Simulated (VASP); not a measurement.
# Mg2Sn (Fm-3m) in VASP: notebook, part 2 of 2

VASP 6.6.1. The steps go on from the part before.

### 4 Phonons, LDA

This run uses another cell than the first one, of 24.51 Å³/atom, 0.961 times its volume.

POSCAR reads:

```
Mg2Sn
1.0
    0.0000000000      3.3252854840      3.3252854840
    3.3252854840      0.0000000000      3.3252854840
    3.3252854840      3.3252854840      0.0000000000
  Mg              Sn
     2     1
Direct
     0.2500000000000000    0.2500000000000000    0.2500000000000000
     0.7500000000000000    0.7500000000000000    0.7500000000000000
     0.0000000000000000    0.0000000000000000    0.0000000000000000
```

INCAR.step1 reads:

```
ALGO = Normal
EDIFF = 1E-8
EDIFFG = -0.002
ENCUT = 600
GGA = CA
IBRION = 2
ISIF = 3
ISMEAR = 0
KPAR = 2
LASPH = T
LCHARG = F
LREAL = F
LWAVE = F
NELM = 80
NSW = 40
PREC = Accurate
SIGMA = 0.03
```

INCAR.step2 reads:

```
ALGO = Normal
EDIFF = 1E-8
ENCUT = 600
GGA = CA
IBRION = 6
ISIF = 2
ISMEAR = 0
KPAR = 2
LASPH = T
LCHARG = F
LREAL = F
LWAVE = F
NELM = 80
NFREE = 2
NSW = 1
POTIM = 0.015
PREC = Accurate
SIGMA = 0.03
```

KPOINTS reads:

```
k-points
0
Gamma
  10 10 10
```

Potentials or basis: VASP PAW LDA potentials, release 64 (Mg, Sn_d).

On the command line:

```console
$ cat potpaw_LDA.64/Mg/POTCAR potpaw_LDA.64/Sn_d/POTCAR > POTCAR
$ cp INCAR.step1 INCAR
$ mpirun -np 2 vasp_std > vasp.out
$ cp CONTCAR POSCAR
$ cp INCAR.step2 INCAR
$ mpirun -np 2 vasp_std > vasp.out
```

OUTCAR:

```text
EDIFF = 1E-8
   ENCUT = 600
   GGA = CA
   IBRION = 6
   ISIF = 2
   ISMEAR = 0
   LASPH = T
   LREAL = F
   NELM = 80
   NFREE = 2
   NSW = 1
   POTIM = 0.015
   PREC = Accurate

 ion  position               nearest neighbor table
   1  0.250  0.250  0.250-   3 2.88   3 2.88   3 2.88   3 2.88   2 3.33   2 3.33   2 3.33   2 3.33
                             2 3.33   2 3.33
   2  0.750  0.750  0.750-   3 2.88   3 2.88   3 2.88   3 2.88   1 3.33   1 3.33   1 3.33   1 3.33
                             1 3.33   1 3.33
   3  0.000  0.000  0.000-   2 2.88   2 2.88   2 2.88   1 2.88   2 2.88   1 2.88   1 2.88   1 2.88

  LATTYP: Found a face centered cubic cell.
 ALAT       =     6.6505709680

  Lattice vectors:

 A1 = (   0.0000000000,   3.3252854840,   3.3252854840)
 A2 = (   3.3252854840,   0.0000000000,   3.3252854840)
 A3 = (   3.3252854840,   3.3252854840,   0.0000000000)

Analysis of symmetry for initial positions (statically):
=====================================================================
 Subroutine PRICEL returns:
 Original cell was already a primitive cell.

 Routine SETGRP: Setting up the symmetry group for a
 face centered cubic supercell.

 Subroutine GETGRP returns: Found 48 space group operations
 (whereof 48 operations were pure point group operations)
 out of a pool of 48 trial point group operations.

The static configuration has the point symmetry O_h .

Analysis of symmetry for dynamics (positions and initial velocities):
=====================================================================
 Subroutine PRICEL returns:
 Original cell was already a primitive cell.

 Routine SETGRP: Setting up the symmetry group for a
 face centered cubic supercell.

[... 334 lines left out ...]
     10       6.0195      0.00000
     11       6.6701      0.00000
     12       6.6705      0.00000
     13       6.6705      0.00000
[... 354 lines left out ...]
  band No.  band energies     occupation
      1     -16.4866      2.00000
      2     -16.4774      2.00000
      3     -16.4772      2.00000
      4     -16.4404      2.00000
      5     -16.4355      2.00000
      6      -3.6384      2.00000
      7       0.5867      2.00000
      8       2.1859      2.00000
      9       2.5820      2.00000
     10       4.8603      0.00000
     11       5.4821      0.00000
     12       9.6211      0.00000
     13       9.7230      0.00000

 [... further k-points ...]

------------------------ aborting loop because EDIFF is reached ----------------------------------------

  FORCE on cell =-STRESS in cart. coord.  units (eV):
  Direction    XX          YY          ZZ          XY          YZ          ZX
  --------------------------------------------------------------------------------------
  -------------------------------------------------------------------------------------
  Total       -0.0032388     -0.0017782     -0.0017782     -0.0000000      0.0000000     -0.0000000
  in kB       -0.0705630     -0.0387423     -0.0387423     -0.0000000      0.0000000     -0.0000000
  external PRESSURE =      -0.0493492 kB  Pullay stress =       0.0000000 kB
[... 18 lines left out ...]
  FREE ENERGIE OF THE ION-ELECTRON SYSTEM (eV)
  ---------------------------------------------------
  free  energy   TOTEN  =        -8.9370792113 eV

  energy  without entropy=       -8.9370480156  energy(sigma->0) =       -8.93706361

 INTERNAL STRAIN TENSORS FROM DISPLACED ATOMS
 ============================================

 INTERNAL STRAIN TENSOR FOR ION    1 for displacements in x,y,z  (eV/Angst):
          X           Y           Z          XY          YZ          ZX
  --------------------------------------------------------------------------------
  x     0.00000     0.00000     0.00000     0.00000    -2.53958     0.00000
  y     0.00000    -0.00000     0.00000     0.00000     0.00000    -2.53958
  z     0.00000     0.00000    -0.00000    -2.53958     0.00000     0.00000

 INTERNAL STRAIN TENSOR FOR ION    3 for displacements in x,y,z  (eV/Angst):
          X           Y           Z          XY          YZ          ZX
  --------------------------------------------------------------------------------
  x     0.00000     0.00000     0.00000     0.00000     0.00000     0.00000
  y     0.00000     0.00000     0.00000     0.00000     0.00000     0.00000
  z     0.00000     0.00000     0.00000     0.00000     0.00000     0.00000

 Eigenvectors and eigenvalues of the dynamical matrix
 ----------------------------------------------------

   1 f  =    6.744934 THz    42.379673 2PiTHz  224.986797 cm-1    27.894795 meV
             X         Y         Z           dx          dy          dz
      1.662643  1.662643  1.662643    -0.536270   -0.459248   -0.038798
      4.987928  4.987928  4.987928     0.536270    0.459248    0.038798
      0.000000  0.000000  0.000000    -0.000000   -0.000000    0.000000
[... 43 lines left out ...]
   9 f/i=    0.002691 THz     0.016909 2PiTHz    0.089766 cm-1     0.011130 meV
             X         Y         Z           dx          dy          dz
      1.662643  1.662643  1.662643    -0.062194    0.280324    0.250211
      4.987928  4.987928  4.987928    -0.062194    0.280324    0.250211
      0.000000  0.000000  0.000000    -0.137587    0.620139    0.553523

 ELASTIC MODULI CONTR FROM IONIC RELAXATION (kBar)
 Direction    XX          YY          ZZ          XY          YZ          ZX
 --------------------------------------------------------------------------------
 XX          -0.0000      0.0000     -0.0000      0.0000      0.0000      0.0000
 YY           0.0000     -0.0000      0.0000      0.0000      0.0000     -0.0000
 ZZ          -0.0000      0.0000     -0.0000     -0.0000      0.0000      0.0000
 XY           0.0000      0.0000     -0.0000    -62.1150      0.0000     -0.0000
 YZ           0.0000      0.0000      0.0000      0.0000    -62.1150      0.0000
 ZX           0.0000     -0.0000      0.0000     -0.0000      0.0000    -62.1150
 --------------------------------------------------------------------------------
```

OUTCAR.step1:

```text
EDIFF = 1E-8
   EDIFFG = -0.002
   ENCUT = 600
   GGA = CA
   IBRION = 2
   ISIF = 3
   ISMEAR = 0
   LASPH = T
   LREAL = F
[... 614 lines left out ...]
      4.98793      4.98793      4.98793        -0.000000      0.000000      0.000000
      0.00000      0.00000      0.00000         0.000000     -0.000000     -0.000000
 -----------------------------------------------------------------------------------
    total drift:                               -0.000000      0.000000      0.000000

  FREE ENERGIE OF THE ION-ELECTRON SYSTEM (eV)
  ---------------------------------------------------
  free  energy   TOTEN  =        -8.9376388680 eV

  energy  without entropy=       -8.9376077362  energy(sigma->0) =       -8.93762330

 reached required accuracy - stopping structural energy minimisation
```

Wall time 3.8 min (2 MPI ranks of Intel Xeon Platinum 8259CL at 2.50GHz (Skylake/Cascade Lake), shared host); peak memory 0.46 GiB.

What came out:

* Highest phonon frequency at Γ, LO-TO splitting left out: 225 cm⁻¹

Phonon frequencies in cm⁻¹ (negative: imaginary):
```csv
q point,frequencies
"(0.000, 0.000, 0.000)",0 0 0 198 198 198 225 225 225
```
